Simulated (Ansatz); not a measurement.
A plane-wave DFT run in Ansatz 0.2.0 (scalar-relativistic PAW potentials unless the input names others): input and command.

```yaml
crystal:
  lattice:
    - [0.0, 2.73125, 2.73125]
    - [2.73125, 0.0, 2.73125]
    - [2.73125, 2.73125, 0.0]
  atoms:
    - { symbol: Ca, position: [0.0, 0.0, 0.0] }
    - { symbol: F, position: [0.25, 0.25, 0.25] }
    - { symbol: F, position: [0.75, 0.75, 0.75] }
basis:
  ecutwfc: 420
kpoints:
  mp_grid: { grid: [10, 10, 10] }
hamiltonian:
  xc: pbe
scf:
  occupations: { method: tetrahedron_uncorrected }
output:
  forces: true
  eigenvalues: true
  stress: true
```

```bash
ansatz run input.yaml --threads 1 --pin off --max-ram 2560MiB --backend cpu --events-out ev --progress --plain --runs-dir out
```

Abridged log:
```
Pseudopotentials: kind: paw
Pseudopotential: Ca, paw, valence charge 10, recommended cutoff 420 eV (normal)
Pseudopotential: F, paw, valence charge 7, recommended cutoff 420 eV (normal)
Functional definition: PBE
Crystal: 3 atoms, lattice volume = 40.749 Å³
Basis set: ecut = 420 eV, 821 PW (Γ), exchange–correlation on 54×54×54 points (8 copies of the dense FFT grid, shifted against one another)
Bands: 16, of which v1, the nominal top of the filled ones, is band 12 counted from 1 (11 counted from 0)
Symmetry: 48 space group operations
Space group: Fm-3m (ITA 225), of the structure as read, at distance tolerance 3.4e-5 Å
k-points: 47 of 1000
Initial density: superposition of atomic densities (neutral atoms: chi_scale 0, normalization atom), corrected by the library's trained network
Initial wavefunctions: pseudopotential atomic-orbital guess
Functional: x = pbe(κ = 0.804, μ = 0.21951497), c = pbe(β = 0.06672455)
SCF iter   1: F=—  HF=-3439.803555 eV  |F-HF|=—  |Δ(HF+E_count)|=         —  Δρ=9.50e-4  dr2=2.40e-4  ethr=1.77e-3  ⟨swp⟩=7.2  Hψ=4749  notcnv=0
SCF iter   2: F=—  HF=-3439.803895 eV  |F-HF|=—  |Δ(HF+E_count)|=   3.40e-4  Δρ=1.22e-3  dr2=4.42e-4  ethr=9.99e-7  ⟨swp⟩=2.9  Hψ=2018  notcnv=0
SCF iter   3: F=—  HF=-3439.803812 eV  |F-HF|=—  |Δ(HF+E_count)|=   8.33e-5  Δρ=4.12e-4  dr2=5.62e-5  ethr=9.99e-7  ⟨swp⟩=2.0  Hψ=1223  notcnv=0
SCF iter   4: F=—  HF=-3439.803582 eV  |F-HF|=—  |Δ(HF+E_count)|=   2.30e-4  Δρ=7.28e-5  dr2=1.31e-6  ethr=2.34e-7  ⟨swp⟩=2.5  Hψ=1395  notcnv=0
SCF iter   5: F=—  HF=-3439.803586 eV  |F-HF|=—  |Δ(HF+E_count)|=   3.75e-6  Δρ=2.28e-5  dr2=1.39e-7  ethr=5.47e-9  ⟨swp⟩=3.5  Hψ=1590  notcnv=0
SCF iter   6: F=-3439.803586 eV  HF=-3439.803586 eV  |F-HF|=1.18e-8  |Δ(HF+E_count)|=   2.20e-8  Δρ=7.04e-6  dr2=1.61e-8  ethr=4.17e-10  ⟨swp⟩=4.0  Hψ=2311  notcnv=0
SCF 1 converged in 6 iterations: F = -3439.803586 eV  dr2 = 1.61e-8
SCF converged after 6 iterations
Free energy (F): -3439.803586 eV
Harris-Foulkes:  -3439.803586 eV  (|F-HF|=1.18e-8)
Internal energy: -3439.803586 eV  (E = F + TS)
E sigma→0 (E₀):  -3439.803586 eV
Fermi energy:    3.323722 eV
--- Forces (eV/Å), atoms counted from 1 ---
  atom   1  Ca     0.00000000     0.00000000     0.00000000
  atom   2  F      0.00000000     0.00000000     0.00000000
  atom   3  F      0.00000000     0.00000000     0.00000000
--- Stress (GPa, compression-positive) ---
        2.180550       0.000000       0.000000
        0.000000       2.180550       0.000000
        0.000000       0.000000       2.180550
  P = ⅓ Tr σ = 2.1806 GPa (21.806 kbar)
```

Apart from outputs and empty bands, the input differs from a reference run on usual settings in scf.occupations.width: 0.05 → not typed; scf.occupations.method: "gaussian" → "tetrahedron_uncorrected". The reference, at the same geometry (not necessarily relaxed), gave pressure 2.18 GPa, largest force 0.000 eV/Å, gap on the mesh 7.30 eV. This run converged in 6 SCF iterations (reference: 6) with an energy at zero smearing within 0.01 meV/atom of the reference's, pressure 2.18 GPa, largest force 0.000 eV/Å, gap on the mesh 7.30 eV.

It took 4.9 s on 1 thread of Intel(R) Xeon(R) Processor @ 2.50GHz (Skylake/Cascade Lake) (shared host), peak memory 0.32 GiB.